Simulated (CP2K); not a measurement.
The system is In.

```
In
1.0
     8.43086    0.00000    0.00000
     7.76955    3.27314    0.00000
     7.76955    1.56976    2.87215
In
3
Direct
  0.22199 0.22199 0.22199
  0.77801 0.77801 0.77801
  0.00000 0.00000 0.00000
```

This isn't the form of In at room conditions, which is tetragonal.

```yaml
Program: CP2K 2026.2
Task: single point
Functional: PBEsol
Potentials_or_basis: POTENTIAL_UZH In GTH-PBE-q13; TZVP-MOLOPT-PBE-GTH basis
Density_cutoff: 6123 eV
k_mesh: 9 × 9 × 9
Occupations: fermi-dirac, width 0.05 eV
Spin: no spin polarisation
```

On this cell: pressure -0.8 GPa; largest force 0.019 eV/Å; band gap on the k mesh none (metal or under the smearing width).

The same run follows on a disturbed copy (atoms moved at random, drawn with an rms of 0.05 Å):

```xyz
3
Lattice="8.4309 0.0000 0.0000 7.7696 3.2731 0.0000 7.7696 1.5698 2.8722" Properties=species:S:1:pos:R:3 pbc="T T T"
In    5.2699    1.0449    0.6794
In   18.6441    3.7704    2.2391
In   -0.0317    0.0019    0.0248
```

Task: What changes?

Result: The energy (extrapolated to zero smearing) moves by +0.4 meV/atom; pressure -0.7 GPa; largest force 0.065 eV/Å; band gap on the k mesh none (metal or under the smearing width).

Forces in eV/Å, atoms in the order of the input:
```
In   0.053  0.013  0.002
In  -0.063 -0.015 -0.003
In   0.007  0.001  0.001
```

Stress tensor (GPa, compression positive):
```
-1.12 -0.13 -0.08
-0.13 -0.56  0.01
-0.08  0.01 -0.45
```

Caveats: the potentials were made for another functional, which shifts forces and pressure; the basis of atomic orbitals isn't converged, which shifts pressures, moduli and gaps.
